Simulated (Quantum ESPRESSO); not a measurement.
The system is C.

```
C
1.0
     2.52210    0.00000    0.00000
    -1.26105    2.18420    0.00000
     0.00000    0.00000    8.23710
C
8
Direct
  0.66667 0.33333 0.84375
  0.33333 0.66667 0.34375
  0.66667 0.33333 0.65625
  0.33333 0.66667 0.15625
  0.00000 0.00000 0.90625
  0.00000 0.00000 0.40625
  0.00000 0.00000 0.59375
  0.00000 0.00000 0.09375
```

This is a hexagonal form of diamond, not graphite.

Base run:

```yaml
Program: Quantum ESPRESSO 7.5
Functional: PBE
Potentials_or_basis: SPMS 1.0 PBE
Cutoff: 1197 eV
Density_cutoff: 4789 eV
k_mesh: 12 × 12 × 4
Occupations: fermi-dirac, width 0.05 eV
Spin: no spin polarisation
```

Its results: band gap on the k mesh 4.47 eV, indirect (least direct gap 5.22 eV); pressure 2.6 GPa; largest force 0.329 eV/Å.

Q: After a change of settings the same cell gave: band gap on the k mesh 4.43 eV, indirect (least direct gap 5.19 eV); pressure 2.0 GPa; largest force 0.328 eV/Å. Which change was it?
A. potentials or basis from SPMS 1.0 PBE to SG15 PBE 1.2
B. potentials or basis from SPMS 1.0 PBE to JTH 2.0 PBE; cutoff from 1197 eV to 612 eV; density cutoff from 4789 eV to 3674 eV
C. potentials or basis from SPMS 1.0 PBE to GBRV 1.5 PBE; cutoff from 1197 eV to 612 eV; density cutoff from 4789 eV to 4898 eV

A: C.

Caveats: some levels on the path didn't converge.
